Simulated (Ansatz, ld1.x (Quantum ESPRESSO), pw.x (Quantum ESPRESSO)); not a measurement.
**Equation-of-state test of one RRKJ potential (platinum (Pt))**

```
Element                 : platinum
Generator               : ld1.x (Quantum ESPRESSO) 7.5
Type                    : norm-conserving RRKJ (Kleinman–Bylander form)
Functional              : PBE
Relativity              : scalar-relativistic
Frozen core             : [Xe] 4f14
Valence charge          : 10
Reference configuration : 5d9.5 6s0.5 6p0
Partial waves           : 6p (bound, empty): rc 3.70 bohr; 5d (bound): rc 2.30 bohr; 6s (bound): rc 1.90 bohr
Local potential         : the s channel
Core correction         : none
rho0                    : 0.001
```

Atomic tests: cutoffs needed: 30 Ry and 40 Ry (the cutoffs (Ry, on a coarse ladder) from which the occupation-weighted sum of valence levels, in a spherical-Bessel basis at the reference potential, stays within 10 and 1 mRy of its value at 400 Ry); ghost test: no extra level below or beside the all-electron valence levels (p, d, s, f tested) (spherical-Bessel basis up to 400 Ry, 20 bohr box); largest excitation error: -536 meV (all-electron minus pseudo) for 5d6 6s0 6p0, out of 7 test configurations.

Crystal test: bcc Pt in pw.x 7.5, no spin, 15³ k-points, Fermi–Dirac smearing 0.01 Ry, cutoffs 50/200 Ry. The reference is all-electron LAPW (Ansatz 0.2.0) with the same functional, mesh and smearing; V0 and B0 come from Birch–Murnaghan fits to the pressures at five volumes. Errors are pseudo minus all-electron; Δ is the rms difference of the E(V) curves that follow from these fits, minima aligned, over ±6 % about the mean V0. Mesh and smearing are coarse, so the numbers serve the comparison and aren't converged zero-temperature values; the lattice is a test structure that the element need not adopt.

| V (Å³/atom) | P all-electron (GPa) | P pseudo (GPa) |
| --- | --- | --- |
| 15.066 | 13.63 | 20.28 |
| 15.463 | 6.17 | 12.07 |
| 15.859 | -0.19 | 5.05 |
| 16.255 | -5.60 | -0.93 |
| 16.652 | -10.19 | -6.01 |

All-electron: a0 = 3.165 Å (V0 = 15.85 Å³/atom), B0 = 235.3 GPa.

Pseudopotential: mean pressure error (GPa): +5.33; a0 (Å): 3.187; a0 error (%): +0.72; B0 error (%): -1.8; Δ (meV/atom): 17.7. The largest radius (3.70 bohr) exceeds half the bond length (2.59 bohr), so the spheres overlap, which is one possible source of error among others. This is a poor potential for the solid.

Task: At the middle volume, how do free energy and pressure move when the wave cutoff is lowered (ecutrho kept at four times it)?

Result:

```
cutoff (Ry)  shift of F (meV/atom)  shift of P (GPa)
         22                +3145.6           -176.44
         30                  +83.9             -7.33
         40                   +9.4             -0.50
```

The run at the middle volume (120 k-points, 8 iterations) took about 7.4 s on one core of a shared host (Neoverse-V2, 96 threads, 371 GiB, load 60).
